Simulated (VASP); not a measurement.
# Ti (P6_3/mmc) in VASP: a series of runs, part 2 of 2

VASP 6.6.1. Earlier steps stand in the parts before.

## (4) Relaxation of cell and atoms, PBE

INCAR

```
SYSTEM = Ti
  PREC = Accurate
  ENCUT = 600
  EDIFF = 1E-6
  ISMEAR = 1
  SIGMA = 0.1
  LREAL = .False.
  LASPH = .True.
  NELM = 80
  ALGO = Normal
  ISIF = 3
  LWAVE = .False.
  LCHARG = .False.
  GGA = PE
  IBRION = 2
  NSW = 90
  EDIFFG = -0.01
```

KPOINTS

```
regular mesh
0
Gamma
  18 18 9
  0 0 0
```

POSCAR

```
Ti
1.0
    2.9500000000      0.0000000000      0.0000000000
   -1.4750000000      2.5547749412      0.0000000000
    0.0000000000      0.0000000000      4.6800000000
Ti
2
Direct
    0.3333333333      0.6666666667      0.2500000000
    0.6666666667      0.3333333333      0.7500000000
```

Potentials or basis: VASP PAW PBE potentials, release 64 (Ti_sv).

Started as:

```bash
> cat potpaw_PBE.64/Ti_sv/POTCAR > POTCAR
> mpirun -np 1 vasp_std > vasp.out
```

OUTCAR:

```text
SYSTEM = Ti
   PREC = Accurate
   ENCUT = 600
   EDIFF = 1E-6
   ISMEAR = 1
   LREAL = .False.
   LASPH = .True.
   NELM = 80
   ISIF = 3
   GGA = PE
   IBRION = 2
   NSW = 90
   EDIFFG = -0.01

 ion  position               nearest neighbor table
   1  0.333  0.667  0.250-   2 2.89   2 2.89   2 2.89   2 2.89   2 2.89   2 2.89
   2  0.667  0.333  0.750-   1 2.89   1 2.89   1 2.89   1 2.89   1 2.89   1 2.89

  LATTYP: Found a hexagonal cell.
 ALAT       =     2.9500000000
 C/A-ratio  =     1.5864406780

  Lattice vectors:

 A1 = (   2.9500000000,   0.0000000000,   0.0000000000)
 A2 = (  -1.4750000000,   2.5547749412,   0.0000000000)
 A3 = (   0.0000000000,   0.0000000000,   4.6800000000)

Analysis of symmetry for initial positions (statically):
=====================================================================
 Subroutine PRICEL returns:
 Original cell was already a primitive cell.

 Routine SETGRP: Setting up the symmetry group for a
 hexagonal supercell.

 Subroutine GETGRP returns: Found 24 space group operations
 (whereof 12 operations were pure point group operations)
 out of a pool of 24 trial point group operations.

The static configuration has the point symmetry D_3d.
 The point group associated with its full space group is D_6h.

Analysis of symmetry for dynamics (positions and initial velocities):
=====================================================================
 Subroutine PRICEL returns:
 Original cell was already a primitive cell.

 Routine SETGRP: Setting up the symmetry group for a
 hexagonal supercell.

 Subroutine GETGRP returns: Found 24 space group operations
 (whereof 12 operations were pure point group operations)
 out of a pool of 24 trial point group operations.

The dynamic configuration has the point symmetry D_3d.
 The point group associated with its full space group is D_6h.
[... 128 lines left out ...]
   LEPSILON=     F    determine dielectric tensor
   LRPA    =     F    only Hartree local field effects (RPA)
 conjugate gradient relaxation of ions
 non-spin polarized calculation
 Methfessel and Paxton  Order N= 1 SIGMA  =   0.10
  energy-cutoff  :      600.00
  volume of cell :       35.27
 maximum number of plane-waves:      1194
 NGX is ok and might be reduce to    24
   NGX = 11   NGY = 11   NGZ = 19

--------------------------------------- Ionic step        1  -------------------------------------------

 number of electron      23.9999997 magnetization

 Free energy of the ion-electron system (eV)
  ---------------------------------------------------
  ext. energy  EPLUGINS =         0.00000000
  ---------------------------------------------------
  free energy    TOTEN  =       -15.66832335 eV

  energy without entropy =      -15.66891186  energy(sigma->0) =      -15.66851952

------------------------ aborting loop because EDIFF is reached ----------------------------------------

  FORCE on cell =-STRESS in cart. coord.  units (eV):
  Direction    XX          YY          ZZ          XY          YZ          ZX
  --------------------------------------------------------------------------------------
  -------------------------------------------------------------------------------------
  Total       -0.3586088     -0.3586088     -0.4582448      0.0000000      0.0000000      0.0000000
  in kB      -16.2896224    -16.2896224    -20.8155349      0.0000000      0.0000000      0.0000000
  external PRESSURE =     -17.7982599 kB  Pullay stress =       0.0000000 kB
[... 167 lines left out ...]
--------------------------------------- Ionic step        6  -------------------------------------------

 number of electron      23.9999994 magnetization

 Free energy of the ion-electron system (eV)
  ---------------------------------------------------
  ext. energy  EPLUGINS =         0.00000000
  ---------------------------------------------------
  free energy    TOTEN  =       -15.67170517 eV

  energy without entropy =      -15.67227404  energy(sigma->0) =      -15.67189480

 E-fermi :   8.3675     XC(G=0): -11.5052

 val. band max:        8.3667391796   @ k =   0.0000   0.0000   0.4444
 cond. band min:       8.3684539581   @ k =   0.2222   0.2222   0.4444
 fundamental gap:      0.0017147785
 Fermi energy:         8.3674796941

 k-point     1 :       0.0000    0.0000    0.0000
  band No.  band energies     occupation
      1     -48.5085      2.00000
      2     -48.3699      2.00000
      3     -25.1018      2.00000
      4     -24.4524      2.00000
      5     -24.4524      2.00000
      6     -24.3878      2.00000
[... 433 lines left out ...]
      3     -24.8946      2.00000
      4     -24.7951      2.00000
      5     -24.7758      2.00000
      6     -24.6182      2.00000
[... 8 lines left out ...]
     15       9.5265     -0.00000
     16      11.4641      0.00000

 [... further k-points ...]

------------------------ aborting loop because EDIFF is reached ----------------------------------------

  FORCE on cell =-STRESS in cart. coord.  units (eV):
  Direction    XX          YY          ZZ          XY          YZ          ZX
  --------------------------------------------------------------------------------------
  -------------------------------------------------------------------------------------
  Total        0.0139271      0.0139271      0.0061620      0.0000000     -0.0000000      0.0000000
  in kB        0.6434013      0.6434013      0.2846697      0.0000000     -0.0000000      0.0000000
  external PRESSURE =       0.5238241 kB  Pullay stress =       0.0000000 kB
[... 17 lines left out ...]
  FREE ENERGIE OF THE ION-ELECTRON SYSTEM (eV)
  ---------------------------------------------------
  free  energy   TOTEN  =       -15.6717051745 eV

  energy  without entropy=      -15.6722740445  energy(sigma->0) =      -15.67189480

 reached required accuracy - stopping structural energy minimisation
```

It took 3 min on 1 thread of Intel Xeon 6975P-C (Granite Rapids), shared host; peak memory 0.24 GiB.

What came out:

```yaml
Free_energy: -15.6717 eV
Relaxed_volume: 17.34 Å³/atom
Relaxed_cell: a = 2.937 Å, b = 2.937 Å, c = 4.643 Å, α = 90.00°, β = 90.00°, γ = 120.00°
Space_group_after_relaxing_to_0.05_Å: P6_3/mmc (No. 194)
Energy_gained_by_relaxing: 1.7 meV/atom
Ionic_steps: 6
Pressure_after_relaxing: 0.1 GPa
Band_gap_on_the_k_mesh: none (metal or under the smearing width)
```

Step by step:
```
step  energy change (eV)  largest force (eV/Å)  pressure (GPa)  volume (Å³)
   1              0.0000                0.0000           -1.78        35.27
   2             -0.0016                0.0000            1.37        34.28
   3             -0.0033                0.0000            0.01        34.69
   4             -0.0033                0.0000            0.04        34.68
   5             -0.0034                0.0000            0.06        34.68
   6             -0.0034                0.0000            0.05        34.68
```

Final structure:
```cif
data_structure
_symmetry_space_group_name_H-M 'P 1'
_symmetry_Int_Tables_number 1
_cell_length_a 2.9369
_cell_length_b 2.9369
_cell_length_c 4.6429
_cell_angle_alpha 90.000
_cell_angle_beta 90.000
_cell_angle_gamma 120.000
_cell_volume 34.68
loop_
_atom_site_label
_atom_site_type_symbol
_atom_site_fract_x
_atom_site_fract_y
_atom_site_fract_z
_atom_site_occupancy
Ti1 Ti 0.33333 0.66667 0.25000 1
Ti2 Ti 0.66667 0.33333 0.75000 1
```

## (5) Relaxation of cell and atoms, PBE

This run uses another cell than the first one, of 17.34 Å³/atom, 0.983 times its volume.

INCAR, as its differences from that of step 4:

```diff
@@ -3,3 +3,3 @@
   ENCUT = 600
-  EDIFF = 1E-6
+  EDIFF = 1E-7
   ISMEAR = 1
@@ -16,2 +16,2 @@
   NSW = 90
-  EDIFFG = -0.01
+  EDIFFG = -0.005
```

KPOINTS is that of step 4.

POSCAR

```
Ti                                      
1.0
    2.9368542277     -0.0000000000      0.0000000000
   -1.4684271138      2.5433903684      0.0000000000
    0.0000000000     -0.0000000000      4.6429352620
  Ti            
     2
Direct
     0.3333333332999970    0.6666666667000030    0.2500000000000000
     0.6666666667000030    0.3333333332999970    0.7500000000000000
```

Started as:

```bash
> cat potpaw_PBE.64/Ti_sv/POTCAR > POTCAR
> mpirun -np 1 vasp_std > vasp.out
```

It took 86 s on 1 thread of Intel Xeon 6975P-C (Granite Rapids), shared host; peak memory 0.24 GiB.

Results (log left out):

| Item | Value |
| --- | --- |
| Free energy | -15.6715 eV |
| Relaxed volume | 17.35 Å³/atom |
| Relaxed cell | a = 2.938 Å, b = 2.938 Å, c = 4.644 Å, α = 90.00°, β = 90.00°, γ = 120.00° |
| Space group after relaxing (to 0.05 Å) | P6_3/mmc (No. 194) |
| Energy gained by relaxing | 0.0 meV/atom |
| Ionic steps | 2 |
| Pressure after relaxing | 0.0 GPa |
| Band gap on the k mesh | none (metal or under the smearing width) |

Final structure:
```
Ti
1.0
     2.93758    0.00000    0.00000
    -1.46879    2.54402    0.00000
     0.00000    0.00000    4.64379
Ti
2
Direct
  0.33333 0.66667 0.25000
  0.66667 0.33333 0.75000
```

Levels at points of the mesh, in eV from the Fermi level:
| k point | band 8 | band 9 | band 10 | band 11 | band 12 | band 13 | band 14 | band 15 | band 16 |
| --- | --- | --- | --- | --- | --- | --- | --- | --- | --- |
| (0.00, 0.00, 0.00) | -32.72 | -6.23 | -2.71 | 0.76 | 0.76 | 0.77 | 0.88 | 1.26 | 1.26 |
| (0.50, 0.00, 0.00) | -32.79 | -2.36 | -2.17 | -1.86 | -0.65 | 0.46 | 0.62 | 1.17 | 3.32 |
